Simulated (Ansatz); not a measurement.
# N-14 nuclear quadrupole resonance in Ge₃N₄

Cell: a Materials Project structure (computed, not necessarily an observed phase), atoms as given.

Space group P6_3/m (No. 176); a = 8.0509, c = 3.0835 Å, γ = 120.00°.

| site | Wyckoff | site symmetry | x | y | z |
| --- | --- | --- | --- | --- | --- |
| Ge | 6h | m.. | 0.8291 | 0.2355 | 0.7500 |
| N7 | 2c | -6.. | 0.6667 | 0.3333 | 0.7500 |
| N9 | 6h | m.. | 0.6696 | 0.9727 | 0.7500 |

One atom of each set is listed.

Method: Kohn–Sham DFT in Ansatz, PBE, plane waves and PAW (field gradients read without the response of the frozen cores, which leaves them typically 4 to 6 % off), scalar-relativistic, 420 eV cutoff, Γ-centred 4×4×9 k-points, Fermi–Dirac smearing 0.02 eV.

N-14: I = 1, Q = 20.44 mb (year-2017 value). Static lattice, zero field.

Task: At which frequencies do the N-14 NQR lines lie?

Result: For I = 1 the lines are ν± = (3/4)|C_Q|(1 ± η/3) and ν₀ = |C_Q|η/2.

| site | atoms | V_zz (10²¹ V/m²) | C_Q (MHz) | η | line frequencies (MHz) |
| --- | --- | --- | --- | --- | --- |
| N7 | 2 | -8.29 | -4.10 | 0.00 | 3.07 |
| N9 | 6 | -8.35 | -4.13 | 0.06 | 0.124, 3.03, 3.16 |

An axis of threefold or higher order runs through N7, so V_zz lies along it and η is zero. At N9 V_zz stands upright on the plane through its three neighbours (within 2°).

At this cell the PBE pressure is 6 GPa, so with PBE the cell would grow if it were relaxed. The entry's cell may itself be off.

The run took 11 s of wall time (11 s of CPU time) and 0.57 GiB at its peak, on 1 thread of AMD EPYC 9R14 (Zen 4) (x86_64; 16 cores open to the job, memory cap 3.0 GiB, no GPU), a shared host with a load of 0.2 a core.
